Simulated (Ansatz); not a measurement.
# SnSe2 (P-3m1) in Ansatz: further runs

The runs below take SnSe2 through band structure, with PBEsol.

Everything below comes from runs of Ansatz 0.2.0. Logs are shortened: lines on timing, memory, paths and dates and some standing lists are left out, and cuts for length are marked.

## 1. The crystal as given

The structure is trigonal, space group P-3m1 (No. 164). The conventional cell has a = 3.811 Å, b = 3.811 Å, c = 6.136 Å, α = 90.00°, β = 90.00°, γ = 120.00°. Around Sn (site symmetry -3m) lie 6 Se at 2.68 Å. Around Se (site symmetry 3m) lie 3 Sn at 2.68 Å.

## 2. Band structure, PBEsol

input.yaml

```yaml
crystal:
  lattice:
    - [3.811, 0.0, 0.0]
    - [-1.9055, 3.3004228138, 0.0]
    - [0.0, 0.0, 6.136]
  atoms:
    - { symbol: Sn, position: [0.0, 0.0, 0.0] }
    - { symbol: Se, position: [0.6666666667, 0.3333333333, 0.751] }
    - { symbol: Se, position: [0.3333333333, 0.6666666667, 0.249] }
kpoints:
  mp_grid: { grid: [6, 6, 4] }
  band_path:
    path:
      - [0.0, 0.0, 0.0]
      - [0.5, 0.0, 0.0]
      - [0.3333333333, 0.3333333333, 0.0]
      - [0.0, 0.0, 0.0]
      - [0.0, 0.0, 0.5]
      - [0.5, 0.0, 0.5]
      - [0.3333333333, 0.3333333333, 0.5]
      - [0.0, 0.0, 0.5]
    npoints: 6
scf:
  occupations: { method: fermi_dirac, width: 0.05 }
hamiltonian:
  xc: pbesol
  pseudopotentials: { kind: all_electron, lapw: { basis_error: 0.002 } }
output:
  forces: true
  stress: true
  eigenvalues: true
```

Potentials or basis: all-electron LAPW, scalar-relativistic.

On the command line:

```
$ ansatz run input.yaml --threads 2 --pin off --max-ram 8192MiB --backend cpu --events-out ev --progress --plain --runs-dir out
```

The log of the run:

```text
Warning: RAYON_NUM_THREADS=2 ignored (pool sized by the plan → 2); use --threads N
LAPW: plane waves up to 7.926 Å⁻¹, error target 2.0e-3 eV per atom; small_component_spin mean_spin; Se in spheres of 1.283 Å, 24 of its electrons in bands, Dirac shells []; Sn in spheres of 1.396 Å, 22 of its electrons in bands, Dirac shells [] (how accurate: hamiltonian.pseudopotentials.lapw.basis_error, Limitations)
Engine: ansatz 0.2.0, aarch64-unknown-linux-gnu
Pseudopotentials: kind: all_electron
Pseudopotential: Sn, LAPW, valence charge 22, lapw/all_electron/scalar/gaussian/Sn, Koelling and Harmon's equation, gaussian nucleus
Pseudopotential: Se, LAPW, valence charge 24, lapw/all_electron/scalar/gaussian/Se, Koelling and Harmon's equation, gaussian nucleus
Functional definition: PBEsol
  exchange = pbesol_x
  correlation = pbesol_c
Crystal: 3 atoms, lattice volume = 77.178 Å³
Basis set: ecut = 239.3245009321836 eV, 639 PW (Γ), exchange–correlation at level 2
Bands: 42, of which v1, the nominal top of the filled ones, is band 35 counted from 1 (34 counted from 0)
Symmetry: 12 space group operations
Space group: P-3m1 (ITA 164), of the structure as read, at distance tolerance 4.3e-5 Å
k-points: 24 of 144
Non-local potential: Sn, projectors of the file, none
Non-local potential: Se, projectors of the file, none
Initial density: superposition of atomic densities (chi_scale 0.1, normalization cell, long waves kept (reshape's long-wave potential 0.16 eV rms))
Initial wavefunctions: plane waves of lowest kinetic energy (no species holds an atomic orbital)
Functional: x = pbesol(κ = 0.804, μ = 0.12345679012345678), c = pbesol(β = 0.046)
iter 1 solved again at ethr=1.07e-3 eV; its pass at ethr=1.00e-1 eV (dr2=7.50e-1 eV) is discarded
SCF iter   1: F=—  HF=-300177.906312 eV  |F-HF|=—  |Δ(HF+E_count)|=         —  Δρ=2.54e-2  dr2=7.50e-1  ethr=1.07e-3  ⟨swp⟩=2.1  Hψ=6458  notcnv=0
preconditioner: auto → Resta (q_TF=auto, 2.684 Å⁻¹)  ε∞=2.6  [insulator: Δε(μ)=1.097 eV  Ē_g=17.054 eV  σ=0.050 eV  W_gap=1.00  n_scr=22 (ndim 8)  ℏωp=21.6 eV  f_vac=0.150  D(μ)=0.00/eV (n_scr^D=0)  ε∞_Penn≈2.6]
SCF iter   2: F=—  HF=-300177.654467 eV  |F-HF|=—  |Δ(HF+E_count)|=   2.52e-1  Δρ=1.16e-2  dr2=1.27e-1  ethr=1.07e-3  ⟨swp⟩=2.2  Hψ=3102  notcnv=0
SCF iter   3: F=—  HF=-300177.630577 eV  |F-HF|=—  |Δ(HF+E_count)|=   2.39e-2  Δρ=5.30e-3  dr2=2.72e-2  ethr=1.82e-4  ⟨swp⟩=2.0  Hψ=3044  notcnv=0
iter 4 solved again at ethr=1.64e-6 eV; its pass at ethr=3.89e-5 eV (dr2=1.15e-3 eV) is discarded
SCF iter   4: F=—  HF=-300177.628289 eV  |F-HF|=—  |Δ(HF+E_count)|=         —  Δρ=1.07e-3  dr2=1.15e-3  ethr=1.64e-6  ⟨swp⟩=2.0  Hψ=5002  notcnv=0
the basis was enlarged: its passes take 94.9 KiB over the memory plan, 2 of 2 planned eigensolver slots
SCF iter   5: F=—  HF=-300177.628335 eV  |F-HF|=—  |Δ(HF+E_count)|=   4.52e-5  Δρ=2.74e-4  dr2=9.23e-5  ethr=1.64e-6  ⟨swp⟩=2.1  Hψ=2933  notcnv=0
SCF iter   6: F=—  HF=-300177.628353 eV  |F-HF|=—  |Δ(HF+E_count)|=   1.85e-5  Δρ=1.07e-4  dr2=9.57e-6  ethr=1.32e-7  ⟨swp⟩=2.9  Hψ=2969  notcnv=0
SCF iter   7: F=—  HF=-300177.628362 eV  |F-HF|=—  |Δ(HF+E_count)|=   8.66e-6  Δρ=4.70e-5  dr2=2.09e-6  ethr=1.37e-8  ⟨swp⟩=3.0  Hψ=3014  notcnv=0
SCF iter   8: F=—  HF=-300177.628366 eV  |F-HF|=—  |Δ(HF+E_count)|=   3.68e-6  Δρ=1.12e-5  dr2=1.55e-7  ethr=2.99e-9  ⟨swp⟩=3.0  Hψ=3083  notcnv=0
SCF iter   9: F=-300177.628366 eV  HF=-300177.628366 eV  |F-HF|=4.31e-9  |Δ(HF+E_count)|=   3.80e-7  Δρ=3.13e-6  dr2=1.23e-8  ethr=2.21e-10  ⟨swp⟩=3.0  Hψ=3115  notcnv=0
SCF 1 converged in 9 iterations: F = -300177.628366 eV  dr2 = 1.23e-8
NSCF: frozen V_eff on 43 k-points
SCF converged after 9 iterations
Free energy (F): -300177.628366 eV
Harris-Foulkes:  -300177.628366 eV  (|F-HF|=4.31e-9)
Internal energy: -300177.628320 eV  (E = F + TS)
E sigma→0 (E₀):  -300177.628343 eV
Entropy (-TS):   -0.000046 eV (-0.015 meV/atom)
Fermi energy:    9.779615 eV
--- Per-component energies (eV) ---
  E_band       = -3922.941546
  E_kinetic    = 311975.586000
  E_xc         = -9123.909729
  E_electrostatic = -603029.304591  (all electrons and nuclei)
  E_smearing   = -0.000046  (= −TS)
  E_closure    = 0.000000  (closes the sum)
  E_atoms      = -300164.731621  (free atoms, spherical and without spin; not in F)
  Σ components = -300177.628366   (vs F -300177.628366, Δ=0.00e0)
  Basis errors (estimates in eV, not in F): energy 8.7e-4 per atom: plane waves 7.9e-4 (4.5e-4 summed), levels above the bands 6.5e-74, relativity 7.1e-8, radial functions 8.5e-5, core shells 4.8e-8; eigenvalues (radial functions only) 3.1e-6; not estimated: angular momenta, meshes, grids; target (lapw.basis_error) 2.0e-3; muffin-tin radii Se 1.283 Å, Sn 1.396 Å
--- Forces (eV/Å), atoms counted from 1 ---
  atom   1  Sn    -0.00000000     0.00000000     0.00000000
  atom   2  Se    -0.00000000     0.00000000    -0.59023439
  atom   3  Se     0.00000000    -0.00000000     0.59023439
  max |Σ_I F_I| component: 2.22e-16 eV/Å
--- Stress (GPa, compression-positive) ---
        1.978325      -0.000000       0.000000
        0.000000       1.978325       0.000000
        0.000000       0.000000       3.678061
  P = ⅓ Tr σ = 2.5449 GPa (25.449 kbar)
--- Band table (eV; the first three rows and the last of 24) ---
  k-point 0: bands = ["-197.3022", "-197.3022", "-136.9815", "-136.9815", "-136.9815", "-136.9815", "-136.9384", "-136.9384", "-119.5588", "-75.4010", "-75.4010", "-75.3985", "-37.4257", "-37.4257", "-37.4257", "-37.4257", "-37.3938", "-37.3938", "-37.3932", "-37.3932", "-37.3811", "-37.3809", "-11.7837", "-11.7837", "-11.7438", "-11.7282", "-11.7282", "-4.6165", "-2.8265", "3.2966", "8.7103", "8.7103", "9.0229", "9.0229", "9.4058", "10.4157", "12.2526", "13.9988", "13.9988", "17.4496", "18.3153", "18.3153"]
  k-point 1: bands = ["-197.3022", "-197.3022", "-136.9815", "-136.9815", "-136.9815", "-136.9815", "-136.9384", "-136.9384", "-119.5588", "-75.4010", "-75.4010", "-75.3985", "-37.4257", "-37.4257", "-37.4257", "-37.4257", "-37.3938", "-37.3938", "-37.3933", "-37.3933", "-37.3811", "-37.3809", "-11.7837", "-11.7837", "-11.7437", "-11.7283", "-11.7283", "-4.5382", "-2.9923", "3.7055", "8.2219", "8.6579", "8.6579", "9.1071", "9.1071", "11.2959", "12.2596", "13.8584", "13.8584", "17.7428", "17.9875", "17.9875"]
  k-point 2: bands = ["-197.3022", "-197.3022", "-136.9815", "-136.9815", "-136.9815", "-136.9815", "-136.9384", "-136.9384", "-119.5588", "-75.4010", "-75.4010", "-75.3985", "-37.4257", "-37.4257", "-37.4257", "-37.4257", "-37.3936", "-37.3936", "-37.3934", "-37.3934", "-37.3811", "-37.3810", "-11.7837", "-11.7837", "-11.7437", "-11.7283", "-11.7283", "-4.4439", "-3.1687", "4.2244", "7.3332", "8.6203", "8.6203", "9.1775", "9.1775", "11.8115", "12.2206", "13.7254", "13.7254", "17.4683", "17.7461", "17.7461"]
  k-point 23: bands = ["-197.3022", "-197.3022", "-136.9815", "-136.9815", "-136.9815", "-136.9815", "-136.9384", "-136.9384", "-119.5588", "-75.4012", "-75.4012", "-75.3985", "-37.4254", "-37.4253", "-37.4253", "-37.4253", "-37.3938", "-37.3936", "-37.3936", "-37.3935", "-37.3806", "-37.3806", "-11.8064", "-11.8064", "-11.7248", "-11.7248", "-11.7096", "-2.4564", "-2.4564", "1.9372", "5.1558", "5.1558", "5.6558", "9.0386", "9.0386", "11.9307", "14.0707", "14.0707", "15.5851", "17.5164", "18.3517", "18.3913"]
```

Wall time 15 s (2 threads of Arm Neoverse V1, shared host); peak memory 0.35 GiB.

Results:

- Free energy: -300177.6284 eV
- Pressure: 2.5 GPa
- Largest force: 0.590 eV/Å
- Band gap on the k mesh: 0.75 eV, indirect (least direct gap 1.01 eV)
- Band gap along the path: 0.77 eV, indirect (least direct gap 1.01 eV)

Forces in eV/Å, atoms in the order of the input:
```
Sn   0.000  0.000  0.000
Se   0.000  0.000 -0.590
Se   0.000  0.000  0.590
```

Levels at the corners of the path, in eV from the valence-band top:
```tsv
point	band 32	band 33	band 34	band 35	band 36	band 37	band 38	band 39
Γ	-0.74	-0.42	-0.42	-0.04	0.97	2.80	4.55	4.55
M	-2.97	-2.73	-1.27	-0.34	1.06	3.66	5.30	5.40
K	-3.78	-3.41	-1.58	-1.58	1.33	6.57	6.57	7.15
Γ	-0.74	-0.42	-0.42	-0.04	0.97	2.80	4.55	4.55
A	-0.83	-0.83	-0.27	-0.27	2.36	2.77	4.28	4.28
L	-2.57	-2.05	-0.89	-0.74	0.77	4.12	4.73	5.71
H	-4.29	-3.79	-0.41	-0.41	2.48	4.62	4.62	6.14
A	-0.83	-0.83	-0.27	-0.27	2.36	2.77	4.28	4.28
```

Caveat: spin-orbit coupling is left out, which moves the levels of the heavy elements; this functional lacks dispersion, which binds the layers, so the pressure and a relaxed spacing across them are unreliable.

## 3. Band structure, PBEsol, spin-orbit coupling, no magnetisation

input.yaml: that of step 2 with these lines changed.

```diff
@@ -27,2 +27,5 @@
   pseudopotentials: { kind: all_electron, lapw: { basis_error: 0.002 } }
+magnetization:
+  noncollinear: true
+  spin_orbit: true
 output:
```

Potentials or basis: all-electron LAPW, relativistic spinors.

On the command line:

```
$ ansatz run input.yaml --threads 2 --pin off --max-ram 8192MiB --backend cpu --events-out ev --progress --plain --runs-dir out
```

It took 2.2 min on 2 threads of Arm Neoverse V1, shared host; peak memory 0.65 GiB.

Results (log left out):

```
Free energy             : -300234.7954 eV
Pressure                : 2.6 GPa
Largest force           : 0.592 eV/Å
Band gap on the k mesh  : 0.71 eV, indirect (least direct gap 0.96 eV)
Band gap along the path : 0.75 eV, indirect (least direct gap 0.96 eV)
```

Forces on the atoms (eV/Å):
```
Sn   0.000  0.000  0.000
Se   0.000  0.000 -0.592
Se   0.000  0.000  0.592
```

Stress tensor (GPa, compression positive):
```
2.02 0.00 0.00
0.00 2.02 0.00
0.00 0.00 3.69
```

Levels at the corners of the path, in eV from the valence-band top:
```tsv
point	band 67	band 68	band 69	band 70	band 71	band 72	band 73	band 74
Γ	-0.33	-0.33	-0.02	-0.02	0.94	0.94	2.73	2.73
M	-1.33	-1.33	-0.37	-0.37	1.04	1.04	3.60	3.60
K	-1.65	-1.65	-1.60	-1.60	1.29	1.29	6.41	6.41
Γ	-0.33	-0.33	-0.02	-0.02	0.94	0.94	2.73	2.73
A	-0.46	-0.46	-0.18	-0.18	2.34	2.34	2.69	2.69
L	-1.01	-1.01	-0.71	-0.71	0.75	0.75	4.07	4.07
H	-0.50	-0.50	-0.41	-0.41	2.45	2.45	4.48	4.48
A	-0.46	-0.46	-0.18	-0.18	2.34	2.34	2.69	2.69
```

Caveat: this functional lacks dispersion, which binds the layers, so the pressure and a relaxed spacing across them are unreliable.
